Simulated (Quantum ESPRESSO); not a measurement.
The system is MoS2.

```
Mo S
1.0
     3.16900    0.00000    0.00000
    -1.58450    2.74443    0.00000
     0.00000    0.00000   12.32400
Mo S
2 4
Direct
  0.66667 0.33333 0.75000
  0.33333 0.66667 0.25000
  0.66667 0.33333 0.37700
  0.33333 0.66667 0.87700
  0.66667 0.33333 0.12300
  0.33333 0.66667 0.62300
```

Base run:

| Property | Result |
| --- | --- |
| Program | Quantum ESPRESSO 7.5 |
| Functional | PBEsol |
| Potentials or basis | GBRV 1.5 PBEsol |
| Cutoff | 612 eV |
| Density cutoff | 4898 eV |
| k mesh | 10 × 10 × 3 |
| Occupations | fermi-dirac, width 0.05 eV |
| Spin | no spin polarisation |

Its results: band gap on the k mesh 0.88 eV, indirect (least direct gap 1.87 eV); pressure -3.3 GPa; largest force 0.329 eV/Å.

Task: The run is repeated on the same cell with these changes: functional from PBEsol to LDA; potentials or basis from GBRV 1.5 PBEsol to GBRV 1.5 LDA. What comes out?

Result: Band gap on the k mesh 0.85 eV, indirect (least direct gap 1.86 eV); pressure -5.8 GPa; largest force 0.476 eV/Å.

Caveats: some levels on the path didn't converge; this functional lacks dispersion, which binds the layers, so the pressure and a relaxed spacing across them are unreliable (some runs).

A k mesh can miss the band edges.
